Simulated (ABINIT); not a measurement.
# BN in ABINIT: the effect of functional

BN:

```
N B
1.0
     0.00000    1.81300    1.81300
     1.81300    0.00000    1.81300
     1.81300    1.81300    0.00000
N B
1 1
Direct
  0.25000 0.25000 0.25000
  0.00000 0.00000 0.00000
```

The cell is a database's computed one.

Alike in all runs:

```yaml
Program: ABINIT 10.8.3 (patched build)
Task: single point
Potentials_or_basis: JTH PAW PBE v2.0
Cutoff: 844 eV
k_mesh: 13 × 13 × 13
Occupations: fermi-dirac, width 0.05 eV
Spin: no spin polarisation
```

| functional | gap on the mesh (eV) | pressure (GPa) |
| --- | --- | --- |
| PBE | 4.52 | -0.6 |
| LDA | 4.41 | -13.6 |
| PBEsol | 4.34 | -6.2 |
| RPBE | 4.55 | 5.1 |
| BLYP | 4.93 | 5.8 |
| AM05 | 4.35 | -6.8 |
| r2SCAN | 5.02 | -2.6 |
| SCAN | 5.01 | -4.5 |
| revPBE | ? | ? |
| PW91 | 4.57 | -1.4 |
| WC | 4.39 | -6.3 |

Problem. What does the run with functional revPBE give?

Solution. gap on the mesh 4.54 eV; pressure 3.7 GPa.

Caveats: an odd mesh through Γ misses points on the zone boundary, where band edges often lie; the PAW data sets were made with another functional, which shifts forces and pressure a little (some runs).
